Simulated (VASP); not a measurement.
# Nb (Im-3m) in VASP: elastic constants with LDA

Aim: the elastic constants of Nb with LDA.

Program: VASP 6.6.1. These are calculated values, not measurements. Logs are shortened: lines on timing, memory, paths and dates and some standing lists are left out, and cuts for length are marked.

**1. The crystal as given**

The structure is cubic, space group Im-3m (No. 229). Conventional cell: a = 3.328 Å, b = 3.328 Å, c = 3.328 Å, α = 90.00°, β = 90.00°, γ = 90.00°. Around Nb (site symmetry m-3m) lie 8 Nb at 2.88 Å.

**2. Elastic constants, LDA**

File POSCAR:

```
Nb
1.0
   -1.6639500000      1.6639500000      1.6639500000
    1.6639500000     -1.6639500000      1.6639500000
    1.6639500000      1.6639500000     -1.6639500000
Nb
1
Direct
    0.0000000000      0.0000000000      0.0000000000
```

File INCAR.step1:

```
PREC = Accurate ; ENCUT = 600
EDIFF = 1E-8 ; ISMEAR = 0
SIGMA = 0.1 ; LREAL = F
LASPH = T ; NELM = 80
ALGO = Normal ; ISIF = 3
LWAVE = F ; LCHARG = F
GGA = CA ; IBRION = 2
NSW = 40 ; EDIFFG = -0.002
```

File INCAR.step2:

```
PREC = Accurate ; ENCUT = 600
EDIFF = 1E-8 ; ISMEAR = 0
SIGMA = 0.1 ; LREAL = F
LASPH = T ; NELM = 80
ALGO = Normal ; ISIF = 3
LWAVE = F ; LCHARG = F
GGA = CA ; IBRION = 6
NFREE = 2 ; POTIM = 0.015
NSW = 1
```

File KPOINTS:

```
Automatic mesh
0
Gamma
  18 18 18
```

Potentials or basis: VASP PAW LDA potentials, release 64 (Nb_sv).

Command:

```
$ cat potpaw_LDA.64/Nb_sv/POTCAR > POTCAR
$ cp INCAR.step1 INCAR
$ mpirun -np 1 vasp_std > vasp.out
$ cp CONTCAR POSCAR
$ cp INCAR.step2 INCAR
$ mpirun -np 1 vasp_std > vasp.out
```

OUTCAR:

```text
PREC = Accurate
   ENCUT = 600
   EDIFF = 1E-8
   ISMEAR = 0
   LREAL = F
   LASPH = T
   NELM = 80
   ISIF = 3
   GGA = CA
   IBRION = 6
   NFREE = 2
   POTIM = 0.015
   NSW = 1

 ion  position               nearest neighbor table
   1  0.000  0.000  0.000-

  LATTYP: Found a body centered cubic cell.
 ALAT       =     3.2471196303

  Lattice vectors:

 A1 = (  -1.6235598151,   1.6235598151,   1.6235598151)
 A2 = (   1.6235598151,  -1.6235598151,   1.6235598151)
 A3 = (   1.6235598151,   1.6235598151,  -1.6235598151)

Analysis of symmetry for initial positions (statically):
=====================================================================
 Subroutine PRICEL returns:
 Original cell was already a primitive cell.

 Routine SETGRP: Setting up the symmetry group for a
 body centered cubic supercell.

 Subroutine GETGRP returns: Found 48 space group operations
 (whereof 48 operations were pure point group operations)
 out of a pool of 48 trial point group operations.

The static configuration has the point symmetry O_h .

Analysis of symmetry for dynamics (positions and initial velocities):
=====================================================================
 Subroutine PRICEL returns:
 Original cell was already a primitive cell.

 Routine SETGRP: Setting up the symmetry group for a
 body centered cubic supercell.

 Subroutine GETGRP returns: Found 48 space group operations
 (whereof 48 operations were pure point group operations)
 out of a pool of 48 trial point group operations.

The dynamic configuration has the point symmetry O_h .

 Subroutine INISYM returns: Found 48 space group operations
 (whereof 48 operations are pure point group operations),
 and found     1 'primitive' translations

----------------------------------------------------------------------------------------

                                     Primitive cell

  volume of cell :      17.1185

  direct lattice vectors                    reciprocal lattice vectors
    -1.623559815  1.623559815  1.623559815     0.000000000  0.307965247  0.307965247
     1.623559815 -1.623559815  1.623559815     0.307965247  0.000000000  0.307965247
     1.623559815  1.623559815 -1.623559815     0.307965247  0.307965247  0.000000000

  length of vectors
     2.812088089  2.812088089  2.812088089     0.435528629  0.435528629  0.435528629

  position of ions in fractional coordinates (direct lattice)
     0.000000000  0.000000000  0.000000000

  ion indices of the primitive-cell ions
   primitive index   ion index
                 1           1

----------------------------------------------------------------------------------------

 KPOINTS: Automatic mesh

Automatic generation of k-mesh.
 Grid dimensions read from file:
 generate k-points for:   18   18   18

 Generating k-lattice:

  Cartesian coordinates                     Fractional coordinates (reciprocal lattice)
     0.000000000  0.017109180  0.017109180     0.055555556  0.000000000  0.000000000
     0.017109180  0.000000000  0.017109180     0.000000000  0.055555556  0.000000000
     0.017109180  0.017109180  0.000000000     0.000000000  0.000000000  0.055555556

  Length of vectors
     0.024196035  0.024196035  0.024196035

  Shift w.r.t. Gamma in fractional coordinates (k-lattice)
     0.000000000  0.000000000  0.000000000

 Subroutine IBZKPT returns following result:
 ===========================================

 Found    195 irreducible k-points:

 Following reciprocal coordinates:
            Coordinates               Weight
  0.000000  0.000000  0.000000      1.000000
  0.055556  0.000000  0.000000     12.000000
  0.111111  0.000000  0.000000     12.000000
  0.166667  0.000000  0.000000     12.000000
  0.222222  0.000000  0.000000     12.000000
  0.277778  0.000000  0.000000     12.000000
[... 16 lines left out ...]
  0.333333  0.111111  0.000000     48.000000
  0.388889  0.111111 -0.000000     48.000000
 [... further k-points ...]
   k-points           NKPTS =    195   k-points in BZ     NKDIM =    195   number of bands    NBANDS=     10
   number of dos      NEDOS =    301   number of ions     NIONS =      1
[... 30 lines left out ...]
   EFERMI =   0.00;   METHOD = LEGACY
   ISMEAR =     0;   SIGMA  =   0.10  broadening in eV -4-tet -1-fermi 0-gaus
   EFERMI_NEDOS =   21; number of points for ismear=-14 and -15
   IALGO  =     38    algorithm
   IMIX   =      4    mixing-type and parameters
     AMIX     =   0.40;   BMIX     =  1.00
     AMIX_MAG =   1.60;   BMIX_MAG =  1.00
  volume/ion in A,a.u.               =      17.12       115.52
  Fermi-wavevector in a.u.,A,eV,Ry     =   1.493600  2.822495 30.352437  2.230841
  Thomas-Fermi vector in A             =   2.605980
   LORBIT       =      0    0 simple, 1 ext, 2 COOP (PROOUT), +10 PAW based schemes
   GGA     = CA    functional components
   LHFCALC =     F    Hartree Fock is set to
   AEXX    =    0.0000 exact exchange contribution
   IVDW    =     0    specifies the selected vdW correction
   LEPSILON=     F    determine dielectric tensor
   LRPA    =     F    only Hartree local field effects (RPA)
 finite differences with symmetry
 non-spin polarized calculation
 Gauss-broadening in eV      SIGMA  =   0.10
  energy-cutoff  :      600.00
  volume of cell :       17.12
 maximum number of plane-waves:       603
   NGX = 11   NGY = 11   NGZ = 11

--------------------------------------- Ionic step        1  -------------------------------------------

 number of electron      13.0000001 magnetization

 Free energy of the ion-electron system (eV)
  ---------------------------------------------------
  ext. energy  EPLUGINS =         0.00000000
  ---------------------------------------------------
  free energy    TOTEN  =       -11.25885161 eV

  energy without entropy =      -11.25120591  energy(sigma->0) =      -11.25502876

------------------------ aborting loop because EDIFF is reached ----------------------------------------

  FORCE on cell =-STRESS in cart. coord.  units (eV):
  Direction    XX          YY          ZZ          XY          YZ          ZX
  --------------------------------------------------------------------------------------
  -------------------------------------------------------------------------------------
  Total       -0.0001211     -0.0001211     -0.0001211     -0.0000000      0.0000000      0.0000000
  in kB       -0.0113328     -0.0113328     -0.0113328     -0.0000000      0.0000000      0.0000000
  external PRESSURE =      -0.0113328 kB  Pullay stress =       0.0000000 kB
[... 86 lines left out ...]
  FREE ENERGIE OF THE ION-ELECTRON SYSTEM (eV)
  ---------------------------------------------------
  free  energy   TOTEN  =       -11.2556214507 eV

  energy  without entropy=      -11.2481374328  energy(sigma->0) =      -11.25187944

[... ionic steps 4 to 12 ...]

--------------------------------------- Ionic step       13  -------------------------------------------

 number of electron      13.0000001 magnetization

------------------------ aborting loop because EDIFF is reached ----------------------------------------
[... 65 lines left out ...]
--------------------------------------- Ionic step       15  -------------------------------------------

 number of electron      13.0000000 magnetization

 Free energy of the ion-electron system (eV)
  ---------------------------------------------------
  ext. energy  EPLUGINS =         0.00000000
  ---------------------------------------------------
  free energy    TOTEN  =       -11.25885149 eV

  energy without entropy =      -11.25120578  energy(sigma->0) =      -11.25502864

 E-fermi :  11.7152     XC(G=0): -12.9786

 val. band max:       11.7137563683   @ k =  -0.1111   0.1667   0.0556
 cond. band min:      11.7184178678   @ k =   0.1111   0.0000   0.0000
 fundamental gap:      0.0046614995
 Fermi energy:        11.7152015794

 k-point     1 :       0.0000    0.0000    0.0000
  band No.  band energies     occupation
      1     -42.2937      2.00000
      2     -17.6220      2.00000
      3     -17.6220      2.00000
      4     -17.6220      2.00000
      5       5.7092      2.00000
      6      12.0397      0.00000
      7      12.0397      0.00000
      8      12.0397      0.00000
      9      15.1150      0.00000
     10      15.1150      0.00000
[... 287 lines left out ...]
 k-point    24 :       0.3889    0.1111   -0.0000
  band No.  band energies     occupation
      1     -41.9856      2.00000
      2     -19.1333      2.00000
      3     -18.1735      2.00000
      4     -17.7091      2.00000
      5       8.1898      2.00000
      6      10.0328      2.00000
      7      13.0195      0.00000
      8      15.0240      0.00000
      9      16.2025      0.00000
     10      18.9127      0.00000

 [... further k-points ...]

------------------------ aborting loop because EDIFF is reached ----------------------------------------

  FORCE on cell =-STRESS in cart. coord.  units (eV):
  Direction    XX          YY          ZZ          XY          YZ          ZX
  --------------------------------------------------------------------------------------
  -------------------------------------------------------------------------------------
  Total       -0.0000625     -0.0000625     -0.0000625      0.0000000      0.0000000     -0.0000000
  in kB       -0.0058456     -0.0058456     -0.0058456      0.0000000      0.0000000     -0.0000000
  external PRESSURE =      -0.0058456 kB  Pullay stress =       0.0000000 kB
[... 16 lines left out ...]
  FREE ENERGIE OF THE ION-ELECTRON SYSTEM (eV)
  ---------------------------------------------------
  free  energy   TOTEN  =       -11.2588514902 eV

  energy  without entropy=      -11.2512057847  energy(sigma->0) =      -11.25502864

 INTERNAL STRAIN TENSORS FROM STRAINED CELLS
 ============================================

 INTERNAL STRAIN TENSOR FOR ION    1 for displacements in x,y,z  (eV/Angst):
          X           Y           Z          XY          YZ          ZX
  --------------------------------------------------------------------------------
  x     0.00000     0.00000     0.00000     0.00000     0.00000     0.00000
  y     0.00000    -0.00000     0.00000    -0.00000     0.00000     0.00000
  z     0.00000     0.00000    -0.00000     0.00000     0.00000    -0.00000

 INTERNAL STRAIN TENSORS FROM DISPLACED ATOMS
 ============================================

 INTERNAL STRAIN TENSOR FOR ION    1 for displacements in x,y,z  (eV/Angst):
          X           Y           Z          XY          YZ          ZX
  --------------------------------------------------------------------------------
  x     0.00000     0.00000     0.00000     0.00000     0.00000     0.00000
  y     0.00000     0.00000     0.00000     0.00000     0.00000     0.00000
  z     0.00000     0.00000     0.00000     0.00000     0.00000     0.00000

 Eigenvectors and eigenvalues of the dynamical matrix
 ----------------------------------------------------

   1 f  =    0.000000 THz     0.000000 2PiTHz    0.000000 cm-1     0.000000 meV
             X         Y         Z           dx          dy          dz
      0.000000  0.000000  0.000000     0.447214   -0.894427    0.000000

   2 f  =    0.000000 THz     0.000000 2PiTHz    0.000000 cm-1     0.000000 meV
             X         Y         Z           dx          dy          dz
      0.000000  0.000000  0.000000    -0.894427   -0.447214    0.000000

   3 f  =    0.000000 THz     0.000000 2PiTHz    0.000000 cm-1     0.000000 meV
             X         Y         Z           dx          dy          dz
      0.000000  0.000000  0.000000     0.000000    0.000000    1.000000

--------------------------------------------------------------------------------------------------------

 ELASTIC MODULI CONTR FROM IONIC RELAXATION (kBar)
 Direction    XX          YY          ZZ          XY          YZ          ZX
 --------------------------------------------------------------------------------
 XX           0.0000      0.0000      0.0000      0.0000      0.0000      0.0000
 YY           0.0000      0.0000      0.0000      0.0000      0.0000      0.0000
 ZZ           0.0000      0.0000      0.0000      0.0000      0.0000      0.0000
 XY           0.0000      0.0000      0.0000      0.0000      0.0000      0.0000
 YZ           0.0000      0.0000      0.0000      0.0000      0.0000      0.0000
 ZX           0.0000      0.0000      0.0000      0.0000      0.0000      0.0000
 --------------------------------------------------------------------------------

 TOTAL ELASTIC MODULI (kBar)
 Direction    XX          YY          ZZ          XY          YZ          ZX
 --------------------------------------------------------------------------------
 XX        2655.5608   1485.6604   1485.6604      0.0000      0.0000      0.0000
 YY        1485.6604   2655.5608   1485.6604     -0.0000      0.0000     -0.0000
 ZZ        1485.6604   1485.6604   2655.5608      0.0000     -0.0000     -0.0000
 XY           0.0000     -0.0000      0.0000    -18.2874      0.0000     -0.0000
 YZ           0.0000      0.0000     -0.0000      0.0000    -18.2874      0.0000
 ZX           0.0000     -0.0000     -0.0000     -0.0000      0.0000    -18.2874
 --------------------------------------------------------------------------------
```

Wall time 20 min (1 thread of Intel Xeon Platinum 8559C (Emerald Rapids), shared host); peak memory 0.66 GiB.

Results:

```
Relaxed volume                         : 17.12 Å³/atom
Relaxed cell                           : a = 2.812 Å, b = 2.812 Å, c = 2.812 Å, α = 109.47°, β = 109.47°, γ = 109.47°
Space group after relaxing (to 0.05 Å) : Im-3m (No. 229)
Elastic constants C11, C12, C44        : 266, 149, -2 GPa
Voigt bulk modulus                     : 188 GPa
```

The path:
```csv
step,energy change (eV),largest force (eV/Å),pressure (GPa),volume (Å³)
1,0.0000,0.0000,-12.16,18.43
2,0.1459,0.0000,32.62,14.94
3,-0.0525,0.0000,-0.54,17.17
4,-0.0526,0.0000,-0.07,17.12
5,-0.0525,0.0000,0.21,17.10
6,-0.0525,0.0000,-0.32,17.15
7,-0.0526,0.0000,0.00,17.12
```

Final structure:
```yaml
crystal:
  lattice:
    - [-1.62356, 1.62356, 1.62356]
    - [1.62356, -1.62356, 1.62356]
    - [1.62356, 1.62356, -1.62356]
  atoms:
    - { symbol: Nb, position: [0.00000, 0.00000, 0.00000] }
```

Elastic tensor in Voigt notation (GPa, in the Cartesian axes of the cell as first typed):
```
266 149 149   0   0   0
149 266 149   0   0   0
149 149 266   0   0   0
  0   0   0  -2   0   0
  0   0   0   0  -2   0
  0   0   0   0   0  -2
```

Clamped-ion elastic tensor (GPa):
```
266 149 149   0   0   0
149 266 149   0   0   0
149 149 266   0   0   0
  0   0   0  -2   0   0
  0   0   0   0  -2   0
  0   0   0   0   0  -2
```

Caveat: the elastic tensor has a negative eigenvalue, so either the cell is unstable as it stands or the mesh is too thin.
